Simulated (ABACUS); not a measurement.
AlN under changes of volume

One of the cells (9.946 Å³/atom); the others are scaled copies at fixed shape and fractional positions:

```
CELL_PARAMETERS angstrom
3.31212 0.00000 0.00000
-1.65606 2.86838 0.00000
0.00000 0.00000 4.18756
ATOMIC_POSITIONS crystal
Al 0.66667 0.33333 0.25000
Al 0.33333 0.66667 0.75000
N 0.66667 0.33333 0.75000
N 0.33333 0.66667 0.25000
```

Measurements of this composition are mostly on another form, of space group No. 186.

- Program: ABACUS 3.10.1
- Functional: PBE
- Potentials or basis: PseudoDojo NC SR 0.4.1 PBE standard
- Cutoff: 1143 eV
- Density cutoff: 4572 eV
- Basis: plane waves
- k mesh: 9 × 9 × 7
- Occupations: fermi-dirac, width 0.05 eV
- Spin: no spin polarisation

| volume (Å³/atom) | energy over the lowest point (meV/atom) | pressure (GPa) | gap on the mesh (eV) |
| --- | --- | --- | --- |
| 9.349 | ? | ? | ? |
| 9.548 | 10.65 | 9.0 | 3.59 |
| 9.747 | 2.49 | 4.2 | 3.43 |
| 9.946 | 0.00 | -0.1 | 3.28 |
| 10.145 | 2.64 | -4.1 | 3.13 |
| 10.344 | 9.94 | -7.6 | 2.98 |
| 10.543 | 21.44 | -10.9 | 2.84 |

Problem. What does the run at 9.349 Å³/atom give?

Solution. Energy over the lowest point 25.08 meV/atom; pressure 14.3 GPa; gap on the mesh 3.74 eV.

Worked out: A Birch-Murnaghan fit of order 3 (a polynomial in V^(-2/3)) to the other rows has its minimum at 9.94 Å³/atom with B0 = V·E''(V) = 207 GPa and B' = 4.0 at fixed shape and positions, which overstates the stiffness. It gives 25.08 meV/atom at 9.349 Å³/atom, against the run's 25.08, and -dE/dV = 14.3 GPa, against 14.3. A straight line through the other rows of the gap, of slope -7.57 eV per unit of ln V (its deformation potential), extrapolates to 3.75 eV, against the run's 3.74.

Energies are extrapolated to zero smearing.

Caveats: there are fewer bands than atomic start orbitals, so a level may be missed at k points of high symmetry; an odd mesh through Γ misses points on the zone boundary, where band edges often lie (some runs).
